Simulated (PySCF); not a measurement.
An unknown is described by computed data only.

Formula: C3H4N2.

| Item | Value |
| --- | --- |
| Dipole | 5.33 D [B97-2/pcSseg-2] |
| 13C NMR | chemical shifts (computed TMS as zero) by class: 154.4 (1 C), 122.3 (1 C), 68.1 (1 C) ppm [GIAO B97-2/pcSseg-2] |
| Rotational structure | rotational constants A, B, C: 12.997, 3.721, 2.894 GHz [PBE0-D3(BJ)/def2-TZVP] |
| 1H NMR | chemical shifts (computed TMS as zero) by class: 6.72 (1 H), 4.51 (2 H), 3.94 (1 H) ppm [GIAO B97-2/pcSseg-2] |
| NMR, other nuclei | isotropic shieldings of nuclei other than C and H, by class: -51 (1 N), 174 (1 N) ppm [GIAO B97-2/pcSseg-2] |

Electronic properties: PySCF, gas phase, density fitting. Levels stand in brackets. Isolated species at its PBE0-D3(BJ)/def2-TZVP geometry, gas phase. Each NMR value is the plain mean over a class of atoms that symmetry, rotation or inversion makes alike.

Q: Propose a structure and show how it fits.

A: Numbering: `[N:1]#[C:2]/[CH:3]=[CH:4]\[NH2:5]`. Its formula, C3H4N2, gives 3 degrees of unsaturation: 0 rings and 3 π bonds in the structure found. 3 carbons fall into 3 classes; from least to most shielded: vinylic carbon bearing nitrogen [C4] (154.4 ppm), nitrile carbon [C2] (122.3 ppm), alkene CH carbon [C3] (68.1 ppm). Hydrogen classes from least to most shielded: 1 H on a vinylic carbon bearing nitrogen, C4 (6.72 ppm), 2 H on an enamine nitrogen, N5 (4.51 ppm, a mean of values up to 0.9 ppm apart in this geometry), 1 H on an alkene CH carbon, C3 (3.94 ppm). The other shieldings belong to: -51 ppm, nitrile nitrogen [N1]; 174 ppm, enamine nitrogen [N5]. By its constants the optimised geometry is an asymmetric top. Structure: Z-3-amino-2-propenenitrile (`N#C/C=C\N`). Computed isomers that give other values at the same levels: `c1c[nH]cn1` (13C chemical shifts (computed TMS as zero) by class: 138.5 (1 C), 137.1 (1 C), 118.4 (1 C) ppm); `c1cn[nH]c1` (13C chemical shifts (computed TMS as zero) by class: 145.7 (1 C), 130.6 (1 C), 110.6 (1 C) ppm). The assignments are read from this structure; whether some other isomer fits the data as well wasn't checked.

The values belong to the conformer `[N:1]#[C:2]/[CH:3]=[CH:4]\[NH2:5]`: H–N5–C4–C3 -169°, H–N5–C4–C3 -8°.
